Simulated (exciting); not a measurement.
# Be (P6_3/mmc) in exciting: reference runs

Reference runs on Be: the cell as given.

All numbers are computed with exciting (release sodium); they aren't measurements. Logs are shortened: lines on timing, memory, paths and dates and some standing lists are left out, and cuts for length are marked.

**1. The crystal as given**

The structure is hexagonal, space group P6_3/mmc (No. 194). The conventional cell has a = 2.285 Å, b = 2.285 Å, c = 3.584 Å, α = 90.00°, β = 90.00°, γ = 120.00°. Be (site symmetry -6m2) has 12 Be at 2.23 to 2.29 Å as nearest neighbours.

**2. Single point, PBEsol**

input.xml reads:

```xml
<input>
  <title>Be</title>
  <structure speciespath="./" tshift="false">
    <crystal scale="1">
      <basevect>4.318591112607 0.000000000000 0.000000000000</basevect>
      <basevect>-2.159295556304 3.740009612135 0.000000000000</basevect>
      <basevect>0.000000000000 0.000000000000 6.773156375884</basevect>
    </crystal>
    <species speciesfile="Be.xml" rmt="1.45">
      <atom coord="0.666666666700 0.333333333300 0.750000000000"/>
      <atom coord="0.333333333300 0.666666666700 0.250000000000"/>
    </species>
  </structure>
  <groundstate do="fromscratch" ngridk="13 13 8" rgkmax="7" gmaxvr="14" lmaxapw="10" lmaxmat="10" lmaxvr="8" xctype="GGA_PBE_SOL" stype="Fermi Dirac" swidth="0.00183747" nempty="10" ValenceRelativity="iora*" epsengy="1e-05" epspot="1e-05" maxscl="60" tforce="true" outputlevel="normal"/>
</input>
```

Potentials or basis: all-electron LAPW+lo, shipped species files, valence relativity iora*.

Command:

```
OMP_NUM_THREADS=1 exciting_smp
```

INFO.OUT:

```text
================================================================================
EXCITING SODIUM started
[... 10 lines left out ...]

 Lattice vectors (cartesian) :
      4.3185911126      0.0000000000      0.0000000000
     -2.1592955563      3.7400096121      0.0000000000
      0.0000000000      0.0000000000      6.7731563759

 Reciprocal lattice vectors (cartesian) :
      1.4549155369      0.8399958769     -0.0000000000
      0.0000000000      1.6799917537      0.0000000000
      0.0000000000     -0.0000000000      0.9276598617

 Unit cell volume                           :     109.3971247149
 Brillouin zone volume                      :       2.2674290032

 Species :    1 (Be)
     parameters loaded from                 :    Be.xml
     name                                   :    beryllium
     nuclear charge                         :      -4.00000000
     electronic charge                      :       4.00000000
     atomic mass                            :   16428.20279000
     muffin-tin radius                      :       1.45000000
     # of radial points in muffin-tin       :     250

     atomic positions (lattice) :
       1 :   0.66666667  0.33333333  0.75000000
       2 :   0.33333333  0.66666667  0.25000000

 Total number of atoms per unit cell        :       2

 Spin treatment                             :    spin-unpolarised

 Number of Bravais lattice symmetries       :      24
 Number of crystal symmetries               :      12

 k-point grid                               :      13   13    8
 Total number of k-points                   :     147
 k-point set is reduced with crystal symmetries

 R^MT_min * |G+k|_max (rgkmax)              :       7.00000000
 Species with R^MT_min                      :       1 (Be)
 Maximum |G+k| for APW functions            :       4.82758621
 Maximum |G| for potential and density      :      14.00000000

 G-vector grid sizes                        :      20    20    32
 Total number of G-vectors                  :    5095

 Maximum angular momentum used for
     APW functions                          :      10
     computing H and O matrix elements      :      10
     potential and density                  :       8
     inner part of muffin-tin               :       2

 Total nuclear charge                       :      -8.00000000
 Total electronic charge                    :       8.00000000
 Total core charge                          :       4.00000000
 Total valence charge                       :       4.00000000

 Number of empty states                     :      10
 Total number of valence states             :      13

 Maximum Hamiltonian size                   :     223
 Maximum number of plane-waves              :     221
 Total number of local-orbitals             :       2

 Exchange-correlation type                  :      22
     PBEsol, Phys. Rev. Lett. 100, 136406 (2008)
     Generalised gradient approximation (GGA)

 Smearing scheme                            :    Fermi-Dirac
 Smearing width                             :       0.00183747

 Using multisecant Broyden potential mixing
[... 6 lines left out ...]
* Groundstate module started                                                   *
********************************************************************************
 Output level for this task is set to normal

++++++++++++++++++++++++++++++++++++++++++++++++++++++++++++++++++++++++++++++++
[... 5 lines left out ...]
+ SCF iteration number :    1                                                  +
++++++++++++++++++++++++++++++++++++++++++++++++++++++++++++++++++++++++++++++++
 Total energy                               :       -29.28459351
 _______________________________________________________________
 Fermi energy                               :         0.26472144
 Kinetic energy                             :        29.11540446
 Coulomb energy                             :       -52.77317807
 Exchange energy                            :        -5.32501462
 Correlation energy                         :        -0.30180528

 DOS at Fermi energy (states/Ha/cell)       :         3.36096645

 Electron charges :
     core                                   :         4.00000000
     core leakage                           :         0.01444738
     valence                                :         4.00000000
     interstitial                           :         3.13812879
     charge in muffin-tin spheres :
                  atom     1    Be          :         2.43093561
                  atom     2    Be          :         2.43093561
     total charge in muffin-tins            :         4.86187121
     total charge                           :         8.00000000

++++++++++++++++++++++++++++++++++++++++++++++++++++++++++++++++++++++++++++++++
+ SCF iteration number :    2                                                  +
++++++++++++++++++++++++++++++++++++++++++++++++++++++++++++++++++++++++++++++++
 Total energy                               :       -29.30550374
 _______________________________________________________________
 Fermi energy                               :         0.26428641
 Kinetic energy                             :        29.10820350
 Coulomb energy                             :       -52.78575714
 Exchange energy                            :        -5.32614068
 Correlation energy                         :        -0.30180941

 DOS at Fermi energy (states/Ha/cell)       :         3.38601275

 Electron charges :
     core                                   :         4.00000000
     core leakage                           :         0.01439952
     valence                                :         4.00000000
     interstitial                           :         3.13801697
     charge in muffin-tin spheres :
                  atom     1    Be          :         2.43099151
                  atom     2    Be          :         2.43099151
     total charge in muffin-tins            :         4.86198303
     total charge                           :         8.00000000
[... 180 lines left out ...]
++++++++++++++++++++++++++++++++++++++++++++++++++++++++++++++++++++++++++++++++
+ SCF iteration number :    9                                                  +
++++++++++++++++++++++++++++++++++++++++++++++++++++++++++++++++++++++++++++++++
 Total energy                               :       -29.36223638
 _______________________________________________________________
 Fermi energy                               :         0.26291881
 Kinetic energy                             :        29.08600180
 Coulomb energy                             :       -52.81746308
 Exchange energy                            :        -5.32895724
 Correlation energy                         :        -0.30181787

 DOS at Fermi energy (states/Ha/cell)       :         3.45926279

 Electron charges :
     core                                   :         4.00000000
     core leakage                           :         0.01427400
     valence                                :         4.00000000
     interstitial                           :         3.13786048
     charge in muffin-tin spheres :
                  atom     1    Be          :         2.43106976
                  atom     2    Be          :         2.43106976
     total charge in muffin-tins            :         4.86213952
     total charge                           :         8.00000000

 RMS change in effective potential (target) :  0.889340E-07  ( 0.100000E-04)
 Absolute change in total energy   (target) :  0.352525E-06  ( 0.100000E-04)
 Charge distance                   (target) :  0.185220E-06  ( 0.100000E-04)
 Abs. change in max-nonIBS-force   (target) :  0.352324E-06  ( 0.500000E-04)

++++++++++++++++++++++++++++++++++++++++++++++++++++++++++++++++++++++++++++++++
| Convergency criteria checked for the last 2 iterations                       +
| Convergence targets achieved. Performing final SCF iteration                 +
++++++++++++++++++++++++++++++++++++++++++++++++++++++++++++++++++++++++++++++++
 Total energy                               :       -29.36223638
 _______________________________________________________________
 Fermi energy                               :         0.26291881
 Kinetic energy                             :        29.08600180
 Coulomb energy                             :       -52.81746308
 Exchange energy                            :        -5.32895724
 Correlation energy                         :        -0.30181787

 DOS at Fermi energy (states/Ha/cell)       :         3.45926279

 Electron charges :
     core                                   :         4.00000000
     core leakage                           :         0.01427400
     valence                                :         4.00000000
     interstitial                           :         3.13786048
     charge in muffin-tin spheres :
                  atom     1    Be          :         2.43106976
                  atom     2    Be          :         2.43106976
     total charge in muffin-tins            :         4.86213952
     total charge                           :         8.00000000

++++++++++++++++++++++++++++++++++++++++++++++++++++++++++++++++++++++++++++++++
+ Self-consistent loop stopped                                                 +
++++++++++++++++++++++++++++++++++++++++++++++++++++++++++++++++++++++++++++++++
 STATE.OUT is written

--------------------------------------------------------------------------------
- Writing atomic positions and forces                                          -
--------------------------------------------------------------------------------

 Atomic positions (lattice) :
 atom     1  Be  :     0.66666667    0.33333333    0.75000000
 atom     2  Be  :     0.33333333    0.66666667    0.25000000

 Total atomic forces including IBS (cartesian) :
 atom     1  Be  :     0.00000000    0.00000000    0.00000011
 atom     2  Be  :    -0.00000000   -0.00000000   -0.00000011

 Atomic force components including IBS (cartesian) :
 atom     1  Be  :     0.00000000    0.00000000    0.00000001   HF force
                 :     0.00000000   -0.00000000    0.00000011   core correction
                 :    -0.00000000    0.00000000   -0.00000002   IBS correction
 atom     2  Be  :    -0.00000000   -0.00000000   -0.00000001   HF force
                 :    -0.00000000    0.00000000   -0.00000011   core correction
                 :     0.00000000   -0.00000000    0.00000002   IBS correction

********************************************************************************
* Groundstate module stopped                                                   *
********************************************************************************

--------------------------------------------------------------------------------
- CAUTION! Warnings have been written in file WARNING.OUT !                    -
--------------------------------------------------------------------------------
================================================================================
| EXCITING SODIUM stopped                                                      =
================================================================================
```

Run time: 87 s. Hardware: 1 thread of Arm Neoverse V2, shared host; peak memory 0.12 GiB.

What came out:

| Quantity | Value |
| --- | --- |
| Free energy | -798.9882 eV |
| Band gap on the k mesh | none (metal or under the smearing width) |
| All electrons inside the program's atomic spheres | Be 2.43 (radii Be 1.45 bohr) |

Caveat: the log's total energy holds no entropy term; the free energy is that total less TS from the occupations.
